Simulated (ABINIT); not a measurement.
# PbS (Cmcm) in ABINIT: convergence with cutoff

Aim: find how far cutoff must go before the results for PbS settle, at BLYP. This setting moves, with any that are tied to it; all else stays.

All numbers are computed with ABINIT 10.8.3 (patched build); they aren't measurements. Logs are shortened: lines on timing, memory, paths and dates and some standing lists are left out, and cuts for length are marked. The log counts tension as positive stress, the text compression.

## Step 1: Starting point

Symmetry: Cmcm, No. 63, orthorhombic system. Conventional cell: a = 4.160 Å, b = 11.983 Å, c = 4.279 Å, α = 90.00°, β = 90.00°, γ = 90.00°. Pb (site symmetry m2m) has 5 S at 2.69 to 2.99 Å as nearest neighbours. S (site symmetry m2m) has 5 Pb at 2.69 to 2.99 Å as nearest neighbours.

Measurements of this composition are mostly on another form, of space group No. 225.

## Step 2: With cutoff 8 Ha

File run.abi:

```
# Pseudopotentials
pp_dirpath "./"
pseudos "Pb.GGA_PBE-JTH_sp.xml, S.GGA_PBE-JTH.xml"

# Structure
acell 6.3420691685 6.3420691685 4.27932094 Angstrom
rprim
     0.3279612126    -0.9446911892     0.0000000000
     0.3279612126     0.9446911892     0.0000000000
     0.0000000000     0.0000000000     1.0000000000
ntypat 2
znucl 82 16
natom 4
typat 1 1 2 2
xred
     0.1305633500     0.8694366500     0.2500000000
     0.8694366500     0.1305633500     0.7500000000
     0.3547970900     0.6452029100     0.2500000000
     0.6452029100     0.3547970900     0.7500000000
chkprim 0
chksymtnons 0
tolsym 1.0e-6

# Plane-wave basis
ecut 8.0
pawecutdg 54.0
pawxcdev 0

# k points
kptopt 1
ngkpt 7 7 6
nshiftk 1
shiftk 0.0 0.0 0.0

# Exchange and correlation
ixc -106131

# Bands and occupations
nband 14
occopt 3
tsmear 0.05 eV

# SCF cycle
nstep 100
tolvrs 1.0e-9

# Output
iomode 3
prtwf 0
prtden 0
prteig 0
prtebands 0
enunit 1
```

Potentials or basis: JTH PAW PBE v2.0 sp.

The run is started by

```console
$ abinit run.abi > log 2>&1
```

run.abo:

```text
.Version 10.8.3 of ABINIT
 Symmetries : space group Cm c m (# 63); Bravais oC (1-face-center ortho.)
================================================================================
 Values of the parameters that define the memory need of the present run
     intxc =       0    ionmov =       0      iscf =      17    lmnmax =      13
     lnmax =       5     mgfft =      32  mpssoang =       3    mqgrid =    3001
     natom =       4  nloc_mem =       2    nspden =       1   nspinor =       1
    nsppol =       1      nsym =       8    n1xccc =       1    ntypat =       2
    occopt =       3   xclevel =       2
       mpw =         789          nfft =       24576          nkpt =          64
 PAW method is used; the additional fine FFT grid is defined by:
   mgfftf=        80    nfftf =    345600
================================================================================
================================================================================

--------------------------------------------------------------------------------
------------- Echo of variables that govern the present computation ------------
--------------------------------------------------------------------------------
 -outvars: echo values of preprocessed input variables --------
            acell      1.1984773800E+01  1.1984773800E+01  8.0867445815E+00 Bohr
              amu      2.07200000E+02  3.20660000E+01
          chkprim           0
      chksymtnons           0
             ecut      8.00000000E+00 Hartree
           enunit           1
                       outvar_i_n : Printing only first  50 k-points.
              ixc     -106131
                       outvar_i_n : Printing only first  50 k-points.
         kptrlatt        7    0    0      0    7    0      0    0    6
          kptrlen      4.85204675E+01
            natom           4
            nband          14
            ngfft          32      32      24
          ngfftdg          80      80      54
             nkpt          64
            nstep         100
             nsym           8
           ntypat           2
                       prtocc : prtvol=0, do not print more k-points.
           occopt           3
        pawecutdg      5.40000000E+01 Hartree
         pawxcdev           0
           prtden           0
        prtebands           0
           prteig           0
            prtwf           0
            rprim      3.2796121260E-01 -9.4469118920E-01  0.0000000000E+00
                       3.2796121260E-01  9.4469118920E-01  0.0000000000E+00
                       0.0000000000E+00  0.0000000000E+00  1.0000000000E+00
          spgroup          63
           tolsym      1.00000000E-06
           tolvrs      1.00000000E-09
           tsmear      1.83746611E-03 Hartree
            typat      1  1  2  2
           useylm           1
                       outvars : Printing only first  50 k-points.
           xangst      2.0799526949E+00  4.4268092858E+00  1.0698302350E+00
                       2.0799526949E+00 -4.4268092858E+00  3.2094907050E+00
                       2.0799526949E+00  1.7399074789E+00  1.0698302350E+00
                       2.0799526949E+00 -1.7399074789E+00  3.2094907050E+00
            xcart      3.9305409482E+00  8.3654571617E+00  2.0216861454E+00
[... 153 lines left out ...]
 cartesian forces (hartree/bohr) at end:
    1      0.00000000000000     0.00753530902578     0.00000000000000
    2     -0.00000000000000    -0.00753530902578     0.00000000000000
    3      0.00000000000000    -0.00684758624813    -0.00000000000000
    4     -0.00000000000000     0.00684758624813     0.00000000000000
 frms,max,avg= 4.1567279E-03 7.5353090E-03   0.000E+00  0.000E+00  0.000E+00 h/b

 cartesian forces (eV/Angstrom) at end:
    1      0.00000000000000     0.38748116944128     0.00000000000000
    2     -0.00000000000000    -0.38748116944128     0.00000000000000
    3      0.00000000000000    -0.35211704234005    -0.00000000000000
    4     -0.00000000000000     0.35211704234005     0.00000000000000
 frms,max,avg= 2.1374754E-01 3.8748117E-01   0.000E+00  0.000E+00  0.000E+00 e/A
 length scales= 11.984773800029 11.984773800029  8.086744581462 bohr
              =  6.342069168500  6.342069168500  4.279320940000 angstroms
 Fermi (or HOMO) energy (eV) =   2.25181   Average Vxc (eV)=  -8.86790
 Eigenvalues (   eV  ) for nkpt=  64  k points:
 kpt#   1, nband= 14, wtk=  0.00340, kpt=  0.0000  0.0000  0.0000 (reduced coord)
 -11.33657   -9.72726   -5.30819   -4.35116   -2.47252   -1.21565   -0.67128    0.06145
   0.24101    1.19102    6.32357    6.51730    6.63531    7.18255
 prteigrs : prtvol=0 or 1, do not print more k-points.

--- !EnergyTerms
iteration_state     : {dtset: 1, }
comment             : Components of total free energy in Hartree
kinetic             :  1.14207310631698E+01
hartree             :  3.89181274487092E+00
xc                  : -1.54017962017641E+01
Ewald energy        : -2.54506879435205E+01
psp_core            :  2.44994020893926E+00
local_psp           : -1.38964719763038E+01
PAW spherical_terms :  8.97041372796693E+00
internal            : -2.80160583766415E+01
'-kT*entropy'       : -4.38480561066157E-09
total_energy        : -2.80160583810263E+01
total_energy_eV     : -7.62355785696059E+02
...

--- !EnergyTermsDC
iteration_state     : {dtset: 1, }
comment             : '"Double-counting" decomposition of free energy'
band_energy         : -2.43110707215232E+00
Ewald energy        : -2.54506879435205E+01
psp_core            :  2.44994020893926E+00
xc_dc               : -7.68594795606301E+00
PAW spherical_terms :  5.10174492043826E+00
internal            : -2.80160578423583E+01
'-kT*entropy'       : -4.38480561066157E-09
total_energy_dc     : -2.80160578467431E+01
total_energy_dc_eV  : -7.62355771157473E+02
...

--- !EnergyTermsWithPAWCore
iteration_state     : {dtset: 1, }
comment             : 'Components of total free energy, including PAW core contributions'
Total energy        : -4.25649029947381E+04
Total energy DC     : -4.25649029942038E+04
Total energy (eV)   : -1.15825001591253E+06
Total energy DC (eV): -1.15825001589799E+06
...

 Cartesian components of stress tensor (hartree/bohr^3)
  sigma(1 1)= -1.07355603E-04  sigma(3 2)=  0.00000000E+00
  sigma(2 2)= -1.53001268E-04  sigma(3 1)=  0.00000000E+00
  sigma(3 3)= -1.07461835E-04  sigma(2 1)=  0.00000000E+00

-Cartesian components of stress tensor (GPa)         [Pressure=  3.6072E+00 GPa]
- sigma(1 1)= -3.15851089E+00  sigma(3 2)=  0.00000000E+00
- sigma(2 2)= -4.50145272E+00  sigma(3 1)=  0.00000000E+00
- sigma(3 3)= -3.16163635E+00  sigma(2 1)=  0.00000000E+00

== END DATASET(S) ==============================================================
================================================================================

 -outvars: echo values of variables after computation  --------
            acell      1.1984773800E+01  1.1984773800E+01  8.0867445815E+00 Bohr
           etotal     -2.8016057847E+01
            fcart      2.0551145165E-18  7.5353090258E-03  5.6188726728E-29
                      -1.1877527785E-18 -7.5353090258E-03  4.3702343011E-29
                       3.8214498700E-19 -6.8475862481E-03 -2.4972767435E-28
                      -1.2495067250E-18  6.8475862481E-03  1.4983660461E-28
            rprim      3.2796121260E-01 -9.4469118920E-01  0.0000000000E+00
                       3.2796121260E-01  9.4469118920E-01  0.0000000000E+00
                       0.0000000000E+00  0.0000000000E+00  1.0000000000E+00
           strten     -1.0735560325E-04 -1.5300126817E-04 -1.0746183530E-04
                       0.0000000000E+00  0.0000000000E+00  0.0000000000E+00
           xangst      2.0799526949E+00  4.4268092858E+00  1.0698302350E+00
                       2.0799526949E+00 -4.4268092858E+00  3.2094907050E+00
                       2.0799526949E+00  1.7399074789E+00  1.0698302350E+00
                       2.0799526949E+00 -1.7399074789E+00  3.2094907050E+00
             xred      1.3056335000E-01  8.6943665000E-01  2.5000000000E-01
                       8.6943665000E-01  1.3056335000E-01  7.5000000000E-01
                       3.5479709000E-01  6.4520291000E-01  2.5000000000E-01
                       6.4520291000E-01  3.5479709000E-01  7.5000000000E-01
 Calculation completed.
```

Run time: 35 s. Hardware: 1 thread of Arm Neoverse V2, shared host; peak memory 0.21 GiB.

What came out:

| Quantity | Value |
| --- | --- |
| Free energy | -762.3558 eV |
| Largest force | 0.387 eV/Å |
| Band gap on the k mesh | 1.29 eV, indirect (least direct gap 1.49 eV) |
| Valence electrons inside the program's atomic spheres | Pb 2.56; S 3.57 |

## Step 3: With cutoff 10 Ha

Edit run.abi of step 2 so:

```diff
@@ -24,3 +24,3 @@
 # Plane-wave basis
-ecut 8.0
+ecut 10.0
 pawecutdg 54.0
```

Potentials or basis: JTH PAW PBE v2.0 sp.

The run is started by

```console
$ abinit run.abi > log 2>&1
```

Run time: 46 s. Hardware: 1 thread of Arm Neoverse V2, shared host; peak memory 0.22 GiB.

The run converged. Its results:

```
Free energy                                           : -762.5858 eV
Largest force                                         : 0.376 eV/Å
Band gap on the k mesh                                : 1.29 eV, indirect (least direct gap 1.49 eV)
Valence electrons inside the program's atomic spheres : Pb 2.56; S 3.57
```

## Step 4: With cutoff 12 Ha

Edit run.abi of step 3 so:

```diff
@@ -24,3 +24,3 @@
 # Plane-wave basis
-ecut 10.0
+ecut 12.0
 pawecutdg 54.0
```

The run is started by

```console
$ abinit run.abi > log 2>&1
```

It took 60 s on 1 thread of Arm Neoverse V2, shared host; peak memory 0.24 GiB.

The run converged. Its results:

* Free energy: -762.6281 eV
* Largest force: 0.370 eV/Å
* Band gap on the k mesh: 1.29 eV, indirect (least direct gap 1.49 eV)
* Valence electrons inside the program's atomic spheres: Pb 2.56; S 3.56

## Step 5: With cutoff 14 Ha

Edit run.abi of step 4 so:

```diff
@@ -24,3 +24,3 @@
 # Plane-wave basis
-ecut 12.0
+ecut 14.0
 pawecutdg 54.0
```

The run is started by

```console
$ abinit run.abi > log 2>&1
```

It took 77 s on 1 thread of Arm Neoverse V2, shared host; peak memory 0.25 GiB.

The run converged. Its results:

| Quantity | Value |
| --- | --- |
| Free energy | -762.6354 eV |
| Largest force | 0.366 eV/Å |
| Band gap on the k mesh | 1.28 eV, indirect (least direct gap 1.48 eV) |
| Valence electrons inside the program's atomic spheres | Pb 2.56; S 3.56 |

## Step 6: With cutoff 17 Ha

Edit run.abi of step 5 so:

```diff
@@ -24,3 +24,3 @@
 # Plane-wave basis
-ecut 14.0
+ecut 17.0
 pawecutdg 54.0
```

Potentials or basis: JTH PAW PBE v2.0 sp.

The run is started by

```console
$ abinit run.abi > log 2>&1
```

Run time: 92 s. Hardware: 1 thread of Arm Neoverse V2, shared host; peak memory 0.27 GiB.

The run converged. Its results:

```yaml
Free_energy: -762.6414 eV
Pressure: 5.2 GPa
Largest_force: 0.363 eV/Å
Band_gap_on_the_k_mesh: 1.28 eV, indirect (least direct gap 1.48 eV)
Valence_electrons_inside_the_program's_atomic_spheres: Pb 2.56; S 3.56
```

## Step 7: With cutoff 20 Ha

Edit run.abi of step 6 so:

```diff
@@ -24,3 +24,3 @@
 # Plane-wave basis
-ecut 17.0
+ecut 20.0
 pawecutdg 54.0
```

The run is started by

```console
$ abinit run.abi > log 2>&1
```

It took 2.4 min on 1 thread of Arm Neoverse V2, shared host; peak memory 0.3 GiB.

It converged, with:

- Free energy: -762.6452 eV
- Pressure: 5.2 GPa
- Largest force: 0.362 eV/Å
- Band gap on the k mesh: 1.28 eV, indirect (least direct gap 1.48 eV)
- Valence electrons inside the program's atomic spheres: Pb 2.56; S 3.56

## Step 8: With cutoff 23 Ha

Edit run.abi of step 7 so:

```diff
@@ -24,3 +24,3 @@
 # Plane-wave basis
-ecut 20.0
+ecut 23.0
 pawecutdg 54.0
```

The run is started by

```console
$ abinit run.abi > log 2>&1
```

Run time: 2.9 min. Hardware: 1 thread of Arm Neoverse V2, shared host; peak memory 0.32 GiB.

It converged, with:

| Item | Value |
| --- | --- |
| Free energy | -762.6465 eV |
| Pressure | 5.2 GPa |
| Largest force | 0.361 eV/Å |
| Band gap on the k mesh | 1.28 eV, indirect (least direct gap 1.48 eV) |
| Valence electrons inside the program's atomic spheres | Pb 2.56; S 3.56 |

## Step 9: With cutoff 27 Ha

Edit run.abi of step 8 so:

```diff
@@ -24,3 +24,3 @@
 # Plane-wave basis
-ecut 23.0
+ecut 27.0
 pawecutdg 54.0
```

Potentials or basis: JTH PAW PBE v2.0 sp.

The run is started by

```console
$ abinit run.abi > log 2>&1
```

Wall time 3.7 min (1 thread of Arm Neoverse V2, shared host); peak memory 0.36 GiB.

The run converged. Its results:

| Property | Result |
| --- | --- |
| Free energy | -762.6471 eV |
| Pressure | 5.2 GPa |
| Largest force | 0.361 eV/Å |
| Band gap on the k mesh | 1.28 eV, indirect (least direct gap 1.48 eV) |
| Valence electrons inside the program's atomic spheres | Pb 2.56; S 3.56 |

## Step 10: With cutoff 32 Ha

Edit run.abi of step 9 so:

```diff
@@ -24,3 +24,3 @@
 # Plane-wave basis
-ecut 27.0
+ecut 32.0
 pawecutdg 54.0
```

The run is started by

```console
$ abinit run.abi > log 2>&1
```

It took 5.2 min on 1 thread of Arm Neoverse V2, shared host; peak memory 0.42 GiB.

Results (log left out):

```
Free energy                                           : -762.6481 eV
Pressure                                              : 5.2 GPa
Largest force                                         : 0.361 eV/Å
Band gap on the k mesh                                : 1.28 eV, indirect (least direct gap 1.48 eV)
Valence electrons inside the program's atomic spheres : Pb 2.56; S 3.56
```

## Step 11: The series at a glance

```
cutoff  energy less the tightest run, at zero smearing (meV/atom)  largest force (eV/Å)  gap on the mesh (eV)  SCF cycles  CPU time (s)  peak memory (GiB)
  8 Ha                                                      73.08                 0.387                 1.294          13            35               0.21
 10 Ha                                                      15.58                 0.376                 1.291          14            46               0.22
 12 Ha                                                       5.00                 0.370                 1.286          14            60               0.24
 14 Ha                                                       3.17                 0.366                 1.282          13            77               0.25
 17 Ha                                                       1.68                 0.363                 1.279          13            92               0.27
 20 Ha                                                       0.71                 0.362                 1.278          16           150                0.3
 23 Ha                                                       0.40                 0.361                 1.277          17           170               0.32
 27 Ha                                                       0.25                 0.361                 1.277          16           220               0.36
 32 Ha                                                       0.00                 0.361                 1.277          18           310               0.42
```

Against the tightest run, the energy stays within 1 meV/atom from 20 Ha on; the largest force stays within 0.005 eV/Å from 17 Ha on; the gap on the mesh stays within 0.01 eV from 12 Ha on. The tightest run that finished is the yardstick and may itself not be fully converged.

Caveats: the PAW data sets were made with another functional, which shifts forces and pressure a little; spin-orbit coupling is left out, which as a rule narrows the gap of such compounds by several tenths of an eV; this set keeps more shells in the core, which shifts pressures and gaps; an odd mesh through Γ misses points on the zone boundary, where band edges often lie.
